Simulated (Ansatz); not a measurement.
A run of Ansatz 0.2.0:

The input input.yaml:

```yaml
crystal:
  lattice:
    - [0.0, 2.96575, 2.96575]
    - [2.96575, 0.0, 2.96575]
    - [2.96575, 2.96575, 0.0]
  atoms:
    - { symbol: Pb, position: [0.0, 0.0, 0.0] }
    - { symbol: S, position: [0.5, 0.5, 0.5] }
hamiltonian:
  xc: r2scan
  pseudopotentials: { kind: paw }
kpoints:
  mp_grid: { grid: [8, 8, 8] }
  band_path:
    path:
      - [[0.0, 0.0, 0.0], [0.5, 0.0, 0.5], [0.5, 0.25, 0.75], [0.375, 0.375, 0.75], [0.0, 0.0, 0.0], [0.5, 0.5, 0.5], [0.625, 0.25, 0.625], [0.5, 0.25, 0.75], [0.5, 0.5, 0.5], [0.375, 0.375, 0.75]]
      - [[0.625, 0.25, 0.625], [0.5, 0.0, 0.5]]
    npoints: 14
scf:
  occupations: { method: fermi_dirac, width: 0.05 }
  n_extra_bands: 6
output:
  forces: true
  stress: true
  eigenvalues: true
  fatbands: true
```

Potentials or basis: Ansatz PAW.

Run with:

```sh
$ ansatz run input.yaml --threads 2 --pin off --max-ram 5632MiB --backend cpu --events-out ev --progress --plain --runs-dir out
```

Hardware: 2 threads of Arm Neoverse V1 (shared host).

Problem. How long does it take, and how much memory?

Solution. Wall time 5.8 s on 2 threads of Arm Neoverse V1, with other jobs on the host, peak memory 0.46 GiB. Counts: scf iterations 6, plane waves 1363, k points 29, bands 16.
